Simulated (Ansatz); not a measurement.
The system is Bi.

```
CELL_PARAMETERS angstrom
3.48860 -3.13258 0.00000
3.48860 3.13258 0.00000
-1.26023 0.00000 3.11355
ATOMIC_POSITIONS crystal
Bi 0.75306 0.75306 0.85738
Bi 0.24694 0.24694 0.14262
```

This isn't the form of Bi at room conditions, which is rhombohedral.

| Property | Result |
| --- | --- |
| Program | Ansatz 0.2.0 |
| Task | single point |
| Functional | PBEsol |
| Potentials or basis | all-electron LAPW, scalar-relativistic |
| Cutoff | 190 eV (chosen from the basis error) |
| Basis error allowed | 0.001 eV/atom |
| k mesh | 6 × 6 × 9 |
| Occupations | fermi-dirac, width 0.05 eV |
| Spin | no spin polarisation |

On this cell: pressure -2.4 GPa; largest force 0.059 eV/Å; band gap on the k mesh none (metal or under the smearing width).

The same run follows on a disturbed copy (atoms moved at random, drawn with an rms of 0.05 Å):

```
CELL_PARAMETERS angstrom
3.48860 -3.13258 0.00000
3.48860 3.13258 0.00000
-1.26023 0.00000 3.11355
ATOMIC_POSITIONS crystal
Bi 0.75023 0.75159 0.84910
Bi 0.24710 0.25308 0.14475
```

Q: What does the disturbed cell give?

A: The energy (extrapolated to zero smearing) moves by +1.6 meV/atom; pressure -2.5 GPa; largest force 0.105 eV/Å; band gap on the k mesh none (metal or under the smearing width).

Forces on the atoms (eV/Å):
```
Bi   0.088  0.012  0.055
Bi  -0.088 -0.012 -0.055
```

Stress tensor (GPa, compression positive):
```
-2.45 -0.02 -0.27
-0.02 -3.30 -0.02
-0.27 -0.02 -1.87
```

Caveats: spin-orbit coupling is left out, which moves the levels of the heavy elements.
